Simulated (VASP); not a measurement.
Something may be wrong with this VASP 6.6.1 calculation of Sb.

The input INCAR:

```
PREC = Accurate
ENCUT = 520
EDIFF = 1E-6
ISMEAR = -5
SIGMA = 0.05
LREAL = F
LASPH = T
NELM = 2
ALGO = Normal
ISIF = 2
LWAVE = F
LCHARG = F
LNONCOLLINEAR = T
MAGMOM = 0.354 0.354 0
LORBIT = 11
METAGGA = R2SCAN
LMIXTAU = T
LUSE_VDW = T
IVDW_NL = 2
BPARAM = 11.95
CPARAM = 0.0093
NBANDS = 16
```

KPOINTS

```
regular mesh
0
Gamma
  6 6 6
```

POSCAR

```
Sb
3.16
    1.000000000000      0.000000000000      0.000000000000
    0.000000000000      1.000000000000      0.000000000000
    0.000000000000      0.000000000000      1.000000000000
Sb
1
Direct
    0.0000000000      0.0000000000      0.0000000000
```

Potentials or basis: VASP PAW PBE potentials, release 64 (Sb).

Launch:

```sh
$ cat potpaw_PBE.64/Sb/POTCAR > POTCAR
$ mpirun -np 1 vasp_ncl > vasp.out
```

OUTCAR:

```text
PREC = Accurate
   ENCUT = 520
   EDIFF = 1E-6
   ISMEAR = -5
   LREAL = F
   LASPH = T
   NELM = 2
   ISIF = 2
   LNONCOLLINEAR = T
   LORBIT = 11
   METAGGA = R2SCAN
   IVDW_NL = 2
   BPARAM = 11.95

 ion  position               nearest neighbor table
   1  0.000  0.000  0.000-

  LATTYP: Found a simple cubic cell.
 ALAT       =     3.1600000000

  Lattice vectors:

 A1 = (   3.1600000000,   0.0000000000,   0.0000000000)
 A2 = (   0.0000000000,   3.1600000000,   0.0000000000)
 A3 = (   0.0000000000,   0.0000000000,   3.1600000000)

Analysis of symmetry for initial positions (statically):
[... 1020 lines left out ...]
  energy-cutoff  :      520.00
  volume of cell :       31.55
      direct lattice vectors                 reciprocal lattice vectors
     3.160000000  0.000000000  0.000000000     0.316455696  0.000000000  0.000000000
     0.000000000  3.160000000  0.000000000     0.000000000  0.316455696  0.000000000
     0.000000000  0.000000000  3.160000000     0.000000000  0.000000000  0.316455696

 POSITION                                       TOTAL-FORCE (eV/Angst)
 -----------------------------------------------------------------------------------
      0.00000      0.00000      0.00000         0.000000      0.000000      0.000000
 -----------------------------------------------------------------------------------
    total drift:                               -0.000000      0.000000      0.000000

  FREE ENERGIE OF THE ION-ELECTRON SYSTEM (eV)
  ---------------------------------------------------
  free  energy   TOTEN  =       -25.2965898120 eV

  energy  without entropy=      -25.2965898120  energy(sigma->0) =      -25.29658981

 total charge

# of ion       s       p       d       tot
------------------------------------------
    1        1.188   1.068   0.046   2.302

 magnetization (x)

# of ion       s       p       d       tot
------------------------------------------
    1        0.016   0.062   0.004   0.082

 magnetization (y)

# of ion       s       p       d       tot
------------------------------------------
    1        0.016   0.062   0.004   0.082

 magnetization (z)

# of ion       s       p       d       tot
------------------------------------------
    1        0.000   0.000   0.000   0.000
```

On the terminal:

```text
POSCAR found type information on POSCAR Sb
[... 66 lines left out ...]
 -----------------------------------------------------------------------------
```

Diagnose the run.

The calculation stopped without meeting its thresholds. The input holds a flaw that was put in on purpose: too few electronic steps (NELM = 2).
